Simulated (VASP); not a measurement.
# MnNi3: Ni into a neighbouring Ni vacancy, part 5 of 5

How hard is this move in MnNi3: Ni into a neighbouring Ni vacancy? Both ends are relaxed first, then a band of images between them. The start is a cell from a database of measured crystal structures.

VASP 6.6.1; PBEsol, spin-polarised from a ferromagnetic start; plane waves and PAW (Ni, Mn).

So far. Step 4 (Relax the start): The run ended after 9 ionic steps, 0.130 eV below its first step, once the forces on the free atoms met EDIFFG = -0.05. Step 5 (Relax the end): The run ended after 8 ionic steps, 0.114 eV below its first step, once the forces on the free atoms met EDIFFG = -0.05.

**6. Nudged elastic band**

Images on a straight line between the ends relax across the path, while springs keep them spaced along it.

INCAR

```
SYSTEM = Mn4Ni11
PREC = Normal
ENCUT = 280
EDIFF = 1E-05
NELM = 120
ISMEAR = 1
SIGMA = 0.15
LREAL = Auto
ALGO = Fast
GGA = PS
NBANDS = 109
ISPIN = 2
MAGMOM = 1 1 1 1 1 1 1 1 1 1 1 4 4 4 4
LMAXMIX = 4
LWAVE = .FALSE.
LCHARG = .FALSE.
IMAGES = 3
SPRING = -5
IBRION = 1
POTIM = 0.3
NSW = 60
EDIFFG = -0.05
ISYM = 0
ISIF = 0
```

POSCAR

```
Mn4Ni11
1.0
   -3.5001297764      3.5001297764      3.5001297764
    3.5001297764     -3.5001297764      3.5001297764
    3.5001297764      3.5001297764     -3.5001297764
Ni Mn
11 4
Direct
    0.7494058896      0.7496485765      0.4984368834
    0.7494999795      0.2503475826      0.9992529328
    0.2500099138      0.7499692094      0.9992204878
    0.2551668537      0.5042390669      0.2497090397
    0.7461429053      0.9957657814      0.2503217783
    0.7539696257      0.5049020374      0.7479571566
    0.2437114680      0.9950201965      0.7482162098
    0.5043264311      0.2563777237      0.2502923952
    0.9955775400      0.7470300824      0.2511188191
    0.9946314147      0.2432971096      0.7482235385
    0.5047665990      0.7536275463      0.7475991881
    0.0093441221      0.0093742959      0.0188118379
    0.4900828484      0.4904554193      0.9791674641
    0.4897677092      0.0100466535      0.4991014985
    0.0105445132      0.4893189467      0.4995542234
```

KPOINTS

```
Automatic mesh
0
Gamma
4 4 4
0 0 0
```

00/POSCAR

```
Mn4Ni11
1.0
   -3.5001297764      3.5001297764      3.5001297764
    3.5001297764     -3.5001297764      3.5001297764
    3.5001297764      3.5001297764     -3.5001297764
Ni Mn
11 4
Direct
    0.7494058896      0.7496485765      0.4984368834
    0.7494999795      0.2503475826      0.9992529328
    0.2500099138      0.7499692094      0.9992204878
    0.2551668537      0.5042390669      0.2497090397
    0.7461429053      0.9957657814      0.2503217783
    0.7539696257      0.5049020374      0.7479571566
    0.2437114680      0.9950201965      0.7482162098
    0.5043264311      0.2563777237      0.2502923952
    0.9955775400      0.7470300824      0.2511188191
    0.9946314147      0.2432971096      0.7482235385
    0.5047665990      0.7536275463      0.7475991881
    0.0093441221      0.0093742959      0.0188118379
    0.4900828484      0.4904554193      0.9791674641
    0.4897677092      0.0100466535      0.4991014985
    0.0105445132      0.4893189467      0.4995542234
```

01/POSCAR

```
Mn4Ni11
1.0
   -3.5001297764      3.5001297764      3.5001297764
    3.5001297764     -3.5001297764      3.5001297764
    3.5001297764      3.5001297764     -3.5001297764
Ni Mn
11 4
Direct
    0.7502333504      0.7493447413      0.5001976866
    0.7484502815      0.2502343590      0.9982144865
    0.2483324340      0.7495034027      0.9982928696
    0.2552058527      0.4407153674      0.3137314947
    0.7470573449      0.9967952255      0.2505073220
    0.7527883272      0.5034401062      0.7485180102
    0.2450119544      0.9960928821      0.7488187224
    0.5043788621      0.2549525254      0.2517546754
    0.9951657259      0.7470985930      0.2493915174
    0.9945934285      0.2451623032      0.7480001830
    0.5045140150      0.7522366127      0.7492039029
    0.0094565658      0.0119184906      0.0169174447
    0.4898872414      0.4927263058      0.9869755812
    0.4894060278      0.0021258833      0.4967517310
    0.0103356150      0.4918017196      0.4972249344
```

02/POSCAR

```
Mn4Ni11
1.0
   -3.5001297764      3.5001297764      3.5001297764
    3.5001297764     -3.5001297764      3.5001297764
    3.5001297764      3.5001297764     -3.5001297764
Ni Mn
11 4
Direct
    0.7510608112      0.7490409062      0.5019584898
    0.7474005835      0.2501211354      0.9971760402
    0.2466549542      0.7490375960      0.9973652515
    0.2552448516      0.3771916679      0.3777539498
    0.7479717844      0.9978246696      0.2506928657
    0.7516070288      0.5019781751      0.7490788637
    0.2463124407      0.9971655678      0.7494212350
    0.5044312932      0.2535273270      0.2532169556
    0.9947539118      0.7471671035      0.2476642158
    0.9945554423      0.2470274968      0.7477768276
    0.5042614311      0.7508456792      0.7508086176
    0.0095690094      0.0144626854      0.0150230515
    0.4896916343      0.4949971924      0.9947836982
    0.4890443464     -0.0057948870      0.4944019636
    0.0101267168      0.4942844926      0.4948956454
```

03/POSCAR

```
Mn4Ni11
1.0
   -3.5001297764      3.5001297764      3.5001297764
    3.5001297764     -3.5001297764      3.5001297764
    3.5001297764      3.5001297764     -3.5001297764
Ni Mn
11 4
Direct
    0.7518882720      0.7487370710      0.5037192929
    0.7463508855      0.2500079117      0.9961375938
    0.2449774745      0.7485717892      0.9964376334
    0.2552838506      0.3136679684      0.4417764048
    0.7488862240      0.9988541138      0.2508784094
    0.7504257304      0.5005162439      0.7496397172
    0.2476129270      0.9982382534      0.7500237475
    0.5044837242      0.2521021286      0.2546792359
    0.9943420978      0.7472356140      0.2459369141
    0.9945174561      0.2488926905      0.7475534722
    0.5040088471      0.7494547456      0.7524133324
    0.0096814531      0.0170068802      0.0131286583
    0.4894960272      0.4972680790      1.0025918153
    0.4886826650     -0.0137156572      0.4920521962
    0.0099178187      0.4967672656      0.4925663564
```

04/POSCAR

```
Mn4Ni11
1.0
   -3.5001297764      3.5001297764      3.5001297764
    3.5001297764     -3.5001297764      3.5001297764
    3.5001297764      3.5001297764     -3.5001297764
Ni Mn
11 4
Direct
    0.7527157328      0.7484332358      0.5054800961
    0.7453011875      0.2498946881      0.9950991475
    0.2432999947      0.7481059825      0.9955100152
    0.2553228496      0.2501442689      0.5057988599
    0.7498006636      0.9998835579      0.2510639531
    0.7492444319      0.4990543128      0.7502005708
    0.2489134134      0.9993109390      0.7506262601
    0.5045361553      0.2506769303      0.2561415161
    0.9939302837      0.7473041246      0.2442096124
    0.9944794699      0.2507578841      0.7473301167
    0.5037562632      0.7480638120      0.7540180472
    0.0097938968      0.0195510749      0.0112342651
    0.4893004202      0.4995389655      1.0103999324
    0.4883209836     -0.0216364274      0.4897024287
    0.0097089205      0.4992500385      0.4902370674
```

PAW data sets: Ni and Mn (PBE family, release 64).

Launch:

```console
mpirun -np 3 vasp_std
```

The log of the run:

```text
[banner, memory and clock lines left out]
running    3 mpi-ranks, on    1 nodes
 each image running on    1 cores
[...]
01/POSCAR found :  2 types and      15 ions
 [... a notice as in an earlier step ...]

 LDA part: xc-table for (Slater+PW92), standard interpolation
[...]
00/POSCAR found :  2 types and      15 ions
[...]
04/POSCAR found :  2 types and      15 ions
 POSCAR, INCAR and KPOINTS ok, starting setup
[...]
entering main loop
       N       E                     dE             d eps       ncg     rms          rms(c)
DAV:   1     0.856475731664E+03    0.85648E+03   -0.35901E+04 15952   0.108E+03
DAV:   2    -0.216151159636E+02   -0.87809E+03   -0.80842E+03 15696   0.288E+02
DAV:   3    -0.117838321122E+03   -0.96223E+02   -0.83399E+02 16009   0.118E+02
DAV:   4    -0.120652813744E+03   -0.28145E+01   -0.27964E+01 17450   0.251E+01
[...]
RMM:  21    -0.104560884213E+03   -0.46030E-04   -0.28495E-04 15948   0.757E-02    0.211E-01
RMM:  22    -0.104560769427E+03    0.11479E-03   -0.12756E-04 15822   0.524E-02    0.954E-02
RMM:  23    -0.104560772507E+03   -0.30797E-05   -0.62322E-05 15703   0.333E-02
   1 F= -.10456077E+03 E0= -.10456346E+03  d E =-.104561E+03  mag=    17.4437
[... from here on, the cycles between the ionic steps are left out ...]
   2 F= -.10474951E+03 E0= -.10475147E+03  d E =-.188741E+00  mag=    17.6035
   5 F= -.10500562E+03 E0= -.10500506E+03  d E =-.632457E-01  mag=    17.8816
   9 F= -.10506229E+03 E0= -.10505923E+03  d E =-.945864E-02  mag=    17.8673
  13 F= -.10510352E+03 E0= -.10510042E+03  d E =-.168399E-01  mag=    17.7780
  17 F= -.10514065E+03 E0= -.10513798E+03  d E =-.645732E-02  mag=    17.7316
  21 F= -.10518230E+03 E0= -.10518025E+03  d E =-.784393E-02  mag=    17.7108
  25 F= -.10523717E+03 E0= -.10523601E+03  d E =-.977787E-02  mag=    17.7090
  29 F= -.10531733E+03 E0= -.10531753E+03  d E =-.583422E-02  mag=    17.7354
  33 F= -.10534604E+03 E0= -.10534668E+03  d E =-.180984E-01  mag=    17.7400
  37 F= -.10536269E+03 E0= -.10536360E+03  d E =0.374942E-02  mag=    17.7519
  41 F= -.10534591E+03 E0= -.10534658E+03  d E =-.262927E-02  mag=    17.7464
  45 F= -.10536282E+03 E0= -.10536381E+03  d E =0.268746E-04  mag=    17.7598
  49 F= -.10539401E+03 E0= -.10539552E+03  d E =-.171527E-01  mag=    17.7783
  53 F= -.10540012E+03 E0= -.10540173E+03  d E =0.601617E-03  mag=    17.7816
  57 F= -.10539762E+03 E0= -.10539920E+03  d E =0.738551E-03  mag=    17.7801
  58 F= -.10539768E+03 E0= -.10539927E+03  d E =-.598930E-04  mag=    17.7800
[...]
hard stop encountered!  aborting job ...
[...]
|     The electronic self-consistency was not achieved in the given           |
[...]
soft stop encountered!  aborting job ...
  59 F= -.10539792E+03 E0= -.10539950E+03  d E =0.475233E-02  mag=    17.7802
 deleting file STOPCAR
```

Elapsed: 3.4 h, on 3 MPI ranks of Intel Xeon 6975P-C (Granite Rapids), shared host; peak memory 1.4 GiB.

The run was stopped at its time limit, so it gives no result of its own.

**7. Summary of results**

| Item | Value |
| --- | --- |
| result | none |

In words: The session ends without its result: «nudged elastic band» met its time limit.

[Lines on the potential files, build, host, timing and source positions are cut from VASP's logs without a mark.]

[Logs are printed without paths, hosts, clocks, repeated set-up lines and the standing remarks that a program may print on its own settings, such as how far it seeks lower states.]

[Hosts, paths, dates, database ids (printed as entryN), source tags and the programs' standing remarks are cut or masked in the printed files.]

[Runs that stopped without an error message from VASP are left out.]
